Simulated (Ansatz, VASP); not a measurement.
**One calculation of NaCl, two programs**

```xyz
2
Lattice="0.0000 2.8471 2.8471 2.8471 0.0000 2.8471 2.8471 2.8471 0.0000" Properties=species:S:1:pos:R:3 pbc="T T T"
Na    0.0000    0.0000    0.0000
Cl    2.8471    2.8471    2.8471
```

Alike in both runs: functional PBE; k mesh 8 × 8 × 8; occupations gaussian, width 0.02 eV; no spin polarisation.

Ansatz relaxed the structure, and its values are those at the end. VASP's run is a single point on that final structure, the one shown.

|  | VASP | Ansatz |
| --- | --- | --- |
| version | VASP 6.6.1 | Ansatz 0.2.0 |
| potentials or method | VASP PAW PBE potentials, release 64 (Na_pv, Cl) | scalar-relativistic, plane waves, PAW |
| plane-wave cutoff (eV) | 520 | 420 |
| valence electrons in the cell | 14 | 16 |

```tsv
	VASP	Ansatz	Ansatz less VASP
gap on the k mesh at the Fermi level (eV)	5.00	5.00	+0.001
least direct gap on the mesh (eV)	5.00	5.00	+0.001
pressure (GPa)	0.0	0.0	+0.03
```

The two sets of potentials don't hold the same shells in valence.

A k mesh can miss the band edges. Expect the measured gap to be larger: semilocal functionals such as PBE lack the derivative discontinuity.
